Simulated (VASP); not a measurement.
# W2C3 in VASP: a series of runs, part 2 of 3

VASP 6.6.1. Earlier steps stand in the parts before.

### 3 Single point, PBE

This run uses another cell than the first one, of 10.71 Å³/atom, 1.124 times its volume.

Input file INCAR:

```
SYSTEM = W2C3
ALGO     = Fast           ! electronic algorithm
EDIFF    = 1E-5           ! SCF threshold, eV
ENCUT    = 520            ! plane-wave cutoff, eV
GGA      = PE             ! functional
ISIF     = 2              ! what is computed and relaxed
ISMEAR   = 0              ! smearing method
LASPH    = .TRUE.         ! aspherical terms in the spheres
LCHARG   = .FALSE.        ! write CHGCAR
LREAL    = Auto         
LWAVE    = .FALSE.        ! write WAVECAR
NBANDS   = 51             ! bands
NELM     = 80             ! most SCF steps
PREC     = Normal         ! precision mode
SIGMA    = 0.15           ! smearing width, eV
```

Input file KPOINTS:

```
k-points
0
G
  5 5 4
  0 0 0
```

Input file POSCAR:

```
W2C3
1.0
    2.8520700000     -3.1343100000      0.0000000000
    2.8520700000      3.1343100000      0.0000000000
    0.0000000000      0.0000000000      5.9926200000
W C
4 6
Direct
    0.5000000000      0.0000000000      0.2500000000
    0.5000000000      0.0000000000      0.7500000000
    0.0000000000      0.5000000000      0.2500000000
    0.0000000000      0.5000000000      0.7500000000
    0.6140920000      0.3859080000      0.0000000000
    0.6140920000      0.3859080000      0.5000000000
    0.3859080000      0.6140920000      0.0000000000
    0.3859080000      0.6140920000      0.5000000000
    0.0000000000      0.0000000000      0.2500000000
    0.0000000000      0.0000000000      0.7500000000
```

Potentials or basis: VASP PAW PBE potentials, release 64 (W_sv, C).

On the command line:

```sh
$ cat potpaw_PBE.64/W_sv/POTCAR potpaw_PBE.64/C/POTCAR > POTCAR
$ mpirun -np 1 vasp_std > vasp.out
```

OUTCAR:

```text
SYSTEM = W2C3
   EDIFF = 1E-5
   ENCUT = 520
   GGA = PE
   ISIF = 2
   ISMEAR = 0
   LASPH = .TRUE.
   LREAL = Auto
   NELM = 80
   PREC = Normal

 ion  position               nearest neighbor table
   1  0.500  0.000  0.250-   9 2.12   9 2.12   7 2.24   8 2.24   5 2.24   6 2.24   3 2.85   3 2.85
                             2 3.00   2 3.00   3 3.13   3 3.13
   2  0.500  0.000  0.750-  10 2.12  10 2.12   7 2.24   8 2.24   5 2.24   6 2.24   4 2.85   4 2.85
                             1 3.00   1 3.00   4 3.13   4 3.13
   3  0.000  0.500  0.250-   9 2.12   9 2.12   7 2.24   8 2.24   5 2.24   6 2.24   1 2.85   1 2.85
                             4 3.00   4 3.00   1 3.13   1 3.13
   4  0.000  0.500  0.750-  10 2.12  10 2.12   7 2.24   8 2.24   5 2.24   6 2.24   2 2.85   2 2.85
                             3 3.00   3 3.00   2 3.13   2 3.13
   5  0.614  0.386  0.000-   7 1.43   2 2.24   3 2.24   4 2.24   1 2.24
   6  0.614  0.386  0.500-   8 1.43   2 2.24   3 2.24   4 2.24   1 2.24
   7  0.386  0.614  0.000-   5 1.43   2 2.24   3 2.24   4 2.24   1 2.24
   8  0.386  0.614  0.500-   6 1.43   2 2.24   3 2.24   4 2.24   1 2.24
   9  0.000  0.000  0.250-   1 2.12   3 2.12   3 2.12   1 2.12
  10  0.000  0.000  0.750-   2 2.12   4 2.12   4 2.12   2 2.12

  LATTYP: Found a base centered orthorhombic cell.
 ALAT       =     5.7041400000
 B/A-ratio  =     1.0989597030
 C/A-ratio  =     1.0505737938

  Lattice vectors:

 A1 = (   2.8520700000,  -3.1343100000,   0.0000000000)
 A2 = (   2.8520700000,   3.1343100000,   0.0000000000)
 A3 = (   0.0000000000,   0.0000000000,   5.9926200000)

Analysis of symmetry for initial positions (statically):
=====================================================================
 Subroutine PRICEL returns following result:

  LATTYP: Found a base centered orthorhombic cell.
 ALAT       =     5.7041400000
 B/A-ratio  =     1.0989597030
 C/A-ratio  =     0.5252868969

  Lattice vectors:

 A1 = (   2.8520700000,  -3.1343100000,   0.0000000000)
 A2 = (   2.8520700000,   3.1343100000,   0.0000000000)
 A3 = (   0.0000000000,   0.0000000000,   2.9963100000)

   2 primitive cells build up your supercell.

 Routine SETGRP: Setting up the symmetry group for a
 base centered orthorhombic supercell.

 Subroutine GETGRP returns: Found  8 space group operations
 (whereof  8 operations were pure point group operations)
 out of a pool of  8 trial point group operations.

The static configuration has the point symmetry D_2h.

Analysis of symmetry for dynamics (positions and initial velocities):
=====================================================================
 Subroutine PRICEL returns following result:

  LATTYP: Found a base centered orthorhombic cell.
 ALAT       =     5.7041400000
 B/A-ratio  =     1.0989597030
 C/A-ratio  =     0.5252868969

  Lattice vectors:

 A1 = (   2.8520700000,  -3.1343100000,   0.0000000000)
 A2 = (   2.8520700000,   3.1343100000,   0.0000000000)
 A3 = (   0.0000000000,   0.0000000000,   2.9963100000)

   2 primitive cells build up your supercell.

 Routine SETGRP: Setting up the symmetry group for a
 base centered orthorhombic supercell.

 Subroutine GETGRP returns: Found  8 space group operations
 (whereof  8 operations were pure point group operations)
 out of a pool of  8 trial point group operations.

[... 88 lines left out ...]
   k-points           NKPTS =     27   k-points in BZ     NKDIM =     27   number of bands    NBANDS=     51
   number of dos      NEDOS =    301   number of ions     NIONS =     10
   total plane-waves  NPLWV =  20736
   dimension x,y,z NGX =    24 NGY =   24 NGZ =   36
   dimension x,y,z NGXF=    48 NGYF=   48 NGZF=   72
   ions per type =               4   6
   NGX,Y,Z   is equivalent  to a cutoff of   9.42,  9.42,  9.99 a.u.
   NGXF,Y,Z  is equivalent  to a cutoff of  18.83, 18.83, 19.97 a.u.
 SYSTEM =  W2C3
   PREC   = normal    normal or accurate (medium, high low for compatibility)
   ISTART =      0    job   : 0-new  1-cont  2-samecut
   ICHARG =      2    charge: 1-file 2-atom 10-const
   ISPIN  =      1    spin polarized calculation?
   LNONCOLLINEAR =      F non collinear calculations
   LSORBIT =      F    spin-orbit coupling
   LASPH  =      T    aspherical Exc in radial PAW
   ENCUT  =  520.0 eV  38.22 Ry    6.18 a.u.   7.88  7.88 11.14*2*pi/ulx,y,z
   NELM   =     80;   NELMIN=  2; NELMDL= -5     # of ELM steps
   EDIFF  = 0.1E-04   stopping-criterion for ELM
   LREAL  =      T    real-space projection
   EDIFFG = 0.1E-03   stopping-criterion for IOM
   NSW    =      0    number of steps for IOM
   IBRION =     -1    ionic relax: 0-MD 1-quasi-New 2-CG
   NFREE  =      0    steps in history (QN), initial steepest desc. (CG)
   ISIF   =      2    stress and relaxation
   ISYM   =      2    0-nonsym 1-usesym 2-fastsym
   POTIM  = 0.5000    time-step for ionic-motion
   TEBEG  =    0.0;   TEEND  =   0.0 temperature during run
   PSTRESS=    0.0 pullay stress
   NELECT =      80.0000    total number of electrons
   NUPDOWN=      -1.0000    fix difference up-down
   EMIN   =  10.00;   EMAX   =-10.00  energy-range for DOS
   EFERMI =   0.00;   METHOD = LEGACY
   ISMEAR =     0;   SIGMA  =   0.15  broadening in eV -4-tet -1-fermi 0-gaus
   EFERMI_NEDOS =   21; number of points for ismear=-14 and -15
   IALGO  =     68    algorithm
   IMIX   =      4    mixing-type and parameters
     AMIX     =   0.40;   BMIX     =  1.00
     AMIX_MAG =   1.60;   BMIX_MAG =  1.00
  volume/ion in A,a.u.               =      10.71        72.30
  Fermi-wavevector in a.u.,A,eV,Ry     =   1.485212  2.806644 30.012487  2.205856
  Thomas-Fermi vector in A             =   2.598652
   LORBIT       =      0    0 simple, 1 ext, 2 COOP (PROOUT), +10 PAW based schemes
   GGA     = PE    functional components
   LHFCALC =     F    Hartree Fock is set to
   AEXX    =    0.0000 exact exchange contribution
   IVDW    =     0    specifies the selected vdW correction
   LEPSILON=     F    determine dielectric tensor
   LRPA    =     F    only Hartree local field effects (RPA)
 non-spin polarized calculation
 RMM-DIIS sequential band-by-band and
 Gauss-broadening in eV      SIGMA  =   0.15
  energy-cutoff  :      520.00
  volume of cell :      107.14
 maximum number of plane-waves:      2910
   NGX = 15   NGY = 15   NGZ = 23

 number of electron      80.0000041 magnetization

 Free energy of the ion-electron system (eV)
  ---------------------------------------------------
  ext. energy  EPLUGINS =         0.00000000
  ---------------------------------------------------
  free energy    TOTEN  =      -100.85776512 eV

  energy without entropy =     -100.77999545  energy(sigma->0) =     -100.81888029

 E-fermi :   9.2516     XC(G=0): -12.9414

 val. band max:        9.2485784605   @ k =   0.0000   0.0000   0.5000
 cond. band min:       9.2610791155   @ k =   0.2000   0.2000   0.0000
 fundamental gap:      0.0125006550
 Fermi energy:         9.2516162608

 k-point     1 :       0.0000    0.0000    0.0000
  band No.  band energies     occupation
      1     -64.9547      2.00000
      2     -64.9356      2.00000
      3     -64.9070      2.00000
      4     -64.8885      2.00000
      5     -29.5363      2.00000
      6     -29.4788      2.00000
[... 1285 lines left out ...]
     50      13.0849      0.00000
     51      15.1829      0.00000

 [... further k-points ...]

------------------------ aborting loop because EDIFF is reached ----------------------------------------

  FORCE on cell =-STRESS in cart. coord.  units (eV):
  Direction    XX          YY          ZZ          XY          YZ          ZX
  --------------------------------------------------------------------------------------
  -------------------------------------------------------------------------------------
  Total        0.2170379      0.3362446     -0.1809575     -0.0000000      0.0000000      0.0000000
  in kB        3.2456167      5.0282522     -2.7060648     -0.0000000      0.0000000      0.0000000
  external PRESSURE =       1.8559347 kB  Pullay stress =       0.0000000 kB

 VOLUME and BASIS-vectors are now :
 -----------------------------------------------------------------------------
  energy-cutoff  :      520.00
  volume of cell :      107.14
      direct lattice vectors                 reciprocal lattice vectors
     2.852070000 -3.134310000  0.000000000     0.175311265 -0.159524744  0.000000000
     2.852070000  3.134310000  0.000000000     0.175311265  0.159524744  0.000000000
     0.000000000  0.000000000  5.992620000     0.000000000  0.000000000  0.166871919

 POSITION                                       TOTAL-FORCE (eV/Angst)
 -----------------------------------------------------------------------------------
      1.42603     -1.56716      1.49815        -0.000000      0.000000     -0.000000
      1.42603     -1.56716      4.49446        -0.000000      0.000000     -0.000000
      1.42603      1.56716      1.49815        -0.000000      0.000000      0.000000
      1.42603      1.56716      4.49446         0.000000      0.000000     -0.000000
      2.85207     -0.71520      0.00000         0.000000     -0.009781     -0.000000
      2.85207     -0.71520      2.99631         0.000000     -0.009781     -0.000000
      2.85207      0.71520      0.00000         0.000000      0.009781      0.000000
      2.85207      0.71520      2.99631         0.000000      0.009781      0.000000
      0.00000      0.00000      1.49815         0.000000      0.000000     -0.000000
      0.00000      0.00000      4.49446         0.000000      0.000000      0.000000
 -----------------------------------------------------------------------------------
    total drift:                                0.000000     -0.000000     -0.000000

  FREE ENERGIE OF THE ION-ELECTRON SYSTEM (eV)
  ---------------------------------------------------
  free  energy   TOTEN  =      -100.8577651242 eV

  energy  without entropy=     -100.7799954536  energy(sigma->0) =     -100.81888029
```

It took 68 s on 1 thread of Intel Xeon Platinum 8488C (Sapphire Rapids), shared host; peak memory 0.21 GiB.

What came out:

```
Free energy            : -100.8578 eV
Pressure               : 0.2 GPa
Largest force          : 0.010 eV/Å
Band gap on the k mesh : none (metal or under the smearing width)
```

Forces in eV/Å, atoms in the order of the input:
```
W    0.000  0.000  0.000
W    0.000  0.000  0.000
W    0.000  0.000  0.000
W    0.000  0.000  0.000
C    0.000 -0.010  0.000
C    0.000 -0.010  0.000
C    0.000  0.010  0.000
C    0.000  0.010  0.000
C    0.000  0.000  0.000
C    0.000  0.000  0.000
```

Stress tensor (GPa, compression positive):
```
 0.32  0.00  0.00
 0.00  0.50  0.00
 0.00  0.00 -0.27
```

Levels at points of the mesh, in eV from the Fermi level:
```tsv
k point	band 36	band 37	band 38	band 39	band 40	band 41	band 42	band 43	band 44	band 45
(0.00, 0.00, 0.00)	-0.98	-0.95	-0.81	-0.78	-0.73	0.50	0.57	1.28	1.37	1.53
(0.00, 0.00, 0.50)	-1.12	-0.57	-0.57	0.00	0.00	0.42	0.42	0.64	0.64	1.17
```

Spin-orbit coupling is left out, which matters for the levels of W.

(Part 2 of 3 ends here.)
